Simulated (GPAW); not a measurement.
A run of GPAW 26.7.0:

The input run.py:

```python
from ase import Atoms
from ase.filters import FrechetCellFilter
from ase.io import write
from ase.optimize import BFGS
from gpaw import GPAW, PW, setup_paths

setup_paths.insert(0, '.')

atoms = Atoms(['Ti', 'Ti', 'Ti', 'Al'],
              cell=[[0.0, 3.231781, 3.231781],
                    [3.231781, 0.0, 3.231781],
                    [3.231781, 3.231781, 0.0]],
              scaled_positions=[[0.0, 0.0, 0.0],
                                [0.25, 0.25, 0.25],
                                [0.75, 0.75, 0.75],
                                [0.5, 0.5, 0.5]],
              pbc=True)

calc = GPAW(mode=PW(600),
            xc='PBEsol',
            kpts={'size': (7, 7, 7), 'gamma': True},
            occupations={'name': 'fermi-dirac', 'width': 0.05},
            nbands=37,
            convergence={'density': 1e-05, 'forces': 0.0001},
            maxiter=150,
            txt='gpaw.txt')
atoms.calc = calc
opt = BFGS(FrechetCellFilter(atoms), trajectory='relax.traj', logfile='-')
done = opt.run(fmax=0.02, steps=60)
calc.write('gs.gpw')
write('result.traj', atoms)
print('Converged:', done)
print('Cell:', atoms.cell.cellpar().round(4))
print('Volume:', round(atoms.get_volume(), 4))
print(atoms.get_scaled_positions().round(5))
```

Potentials or basis: PAW data sets generated in the run's folder for this functional, pw.

The run is started by

```sh
$ gpaw-setup -f PBEsol Al Ti
$ OMP_NUM_THREADS=1 python run.py
```

Hardware: 1 thread of Arm Neoverse V1, with other jobs on the host.

**Question.** How long does it take, and how much memory?

**Answer.** It took 2.9 min on 1 thread of Arm Neoverse V1 (shared host), peak memory 0.27 GiB. Counts: scf iterations 47, plane waves 2266, bands 37, k points 20, ion steps 4.
